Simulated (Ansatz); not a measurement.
**diamond against fcc along group 5**

These are results of DFT, r2SCAN, plane waves (500 eV) with PAW, scalar-relativistic in Ansatz 0.2.0, not measurements. (PAW data from PBE, frozen cores regenerated.)

Each structure is relaxed within its symmetry, in the lowest magnetic state of the tried starts. Differences under about 8 meV lie within the error of the k-point mesh.

```csv
element,E(diamond) − E(fcc) (meV/atom),V(diamond) (Å³/atom),V(fcc) (Å³/atom),state of diamond,state of fcc
V,?,?,?,?,?
Nb,2341,25.07,18.71,non-magnetic,non-magnetic
Ta,2888,27.81,18.62,spin not included,spin not included
```

(1) Fill in the row of V.

Results:

(1) E(diamond) − E(fcc) (meV/atom): 1942; V(diamond) (Å³/atom): 19.89; V(fcc) (Å³/atom): 13.72; state of diamond: ferromagnetic; state of fcc: non-magnetic.
